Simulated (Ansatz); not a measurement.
Stationary points along a deformation path in SnSe

Level of theory: DFT PBE+D3(BJ), scalar-relativistic, plane waves, PAW (Ansatz). The runs took a 420 eV cutoff, a Γ-centred 8×8×8 mesh and Gaussian smearing (0.05 eV). No spin polarisation. Energies are free energies at this smearing, counted from the undisturbed cell; pressure is positive in compression.

The undisturbed cell (as given, not relaxed at this level; it stands at -2.6 GPa; this form isn't the usual structure):

```xyz
4
Lattice="2.1550 -5.8525 0.0000 2.1550 5.8525 0.0000 0.0000 0.0000 4.3180" Properties=species:S:1:pos:R:3 pbc="T T T"
Sn    2.1550   -4.4479    1.0795
Sn    2.1550    4.4479    3.2385
Se    2.1550   -1.6855    1.0795
Se    2.1550    1.6855    3.2385
```

At fixed volume and fractional coordinates, lengths along (0.000, 0.000, 1.000) are scaled against those across it; ρ is that ratio over its starting value. V = 27.230 Å³/atom. Δσ is the stress along the axis less the mean stress across it (compression positive).

```
    ρ  ΔE (meV/atom)  Δσ (GPa) space group
0.850           62.9      6.89         Cmcm
0.920           16.0      3.80         Cmcm
1.000            0.0     -0.48         Cmcm
1.100           31.6     -5.32         Cmcm
1.200          103.7     -9.15         Cmcm
```

Problem. How does the stress give the slope of the energy, and where is the energy stationary?

Solution. Along the path d ln(length) is 2/3 d ln ρ on the axis and −1/3 d ln ρ across it, so dE/d ln ρ = −(2/3) V Δσ: the energy falls with ρ where Δσ is positive. Δσ vanishes or changes sign between ρ = 0.920 and 1.000, a minimum (near 0.99 by linear interpolation). Pairs of stationary points between two samples would go unseen, and could change a minimum read from distant neighbours into a maximum.

Problem. Integrate that slope from ρ = 1 to 1.200 by the trapezoid rule.

Solution. With V/N in Å³ and 1 eV/Å³ = 160.2 GPa the slopes at ρ = 1.000, 1.100, 1.200 are 55, 602, 1037 meV/atom per unit of ln ρ. The steps add 31.3 + 71.3 = 102.6 meV/atom, against 103.7 from the energies; the trapezoid rule misses the curvature of the slope within each step.

Forces appear on the atoms along this scan, and letting them relax would lower the energy and soften the response. The gap closes along the scan, which can put kinks into the curve.